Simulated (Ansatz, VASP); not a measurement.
# Two plane-wave programs on Li2O

```
Li O
1.0
     0.00000    2.31303    2.31303
     2.31303    0.00000    2.31303
     2.31303    2.31303    0.00000
Li O
2 1
Cartesian
  1.1565 1.1565 1.1565
  3.4695 3.4695 3.4695
  0.0000 0.0000 0.0000
```

Alike in both runs: task relaxation of cell and atoms; functional LDA; k mesh 8 × 8 × 8; occupations gaussian, width 0.02 eV; no spin polarisation.

|  | VASP | Ansatz |
| --- | --- | --- |
| version | VASP 6.6.1 | Ansatz 0.2.0 |
| potentials or method | VASP PAW LDA potentials, release 64 (Li_sv, O) | scalar-relativistic, plane waves, PAW |
| plane-wave cutoff (eV) | 600 | 420 |
| valence electrons in the cell | 12 | 12 |

```csv
,VASP,Ansatz,Ansatz less VASP
"gap on the k mesh at the Fermi level, each at its own relaxed structure (eV)",4.95,4.96,+0.004
relaxed volume (Å³/atom),7.52,7.56,+0.045
relaxed cell length with the largest relative difference (Å),3.171,3.178,+0.0063
energy change over the relaxation (meV/atom),-18,-16,+1.9
```

Caveats: the cutoff is under 1.25 times the usual one of these potentials, so pressure, stress and relaxed cells hold a basis-set (Pulay) error (VASP). A hybrid or GW would open this gap; LDA tends to underestimate it. Zero-point motion and thermal expansion aren't in these numbers.
